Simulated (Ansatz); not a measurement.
The system is Hf.

```xyz
2
Lattice="3.1967 0.0000 0.0000 -1.5983 2.7684 0.0000 0.0000 0.0000 5.0578" Properties=species:S:1:pos:R:3 pbc="T T T"
Hf    1.5984    0.9228    3.7934
Hf    0.0000    1.8456    1.2645
```

Base run:

| Property | Result |
| --- | --- |
| Program | Ansatz 0.2.0 |
| Functional | PBEsol |
| Potentials or basis | Ansatz PAW |
| Cutoff | 420 eV (not typed: the program's choice for these potentials) |
| k mesh | 10 × 10 × 5 |
| Occupations | fermi-dirac, width 0.05 eV |
| Spin | no spin polarisation |

Its results: band gap on the k mesh none (metal or under the smearing width); pressure -3.9 GPa.

Problem. The run is repeated on the same cell with these changes: functional from PBEsol to BLYP. What comes out?

Solution. Band gap on the k mesh none (metal or under the smearing width); pressure 3.4 GPa.

BLYP binds less tightly than PBEsol, so the same cell stands under more pressure.

Caveats: spin-orbit coupling is left out, which moves the levels of the heavy elements; the PAW data sets come from PBE, with cores solved anew for the run's functional, which leaves a small shift of forces and pressure.
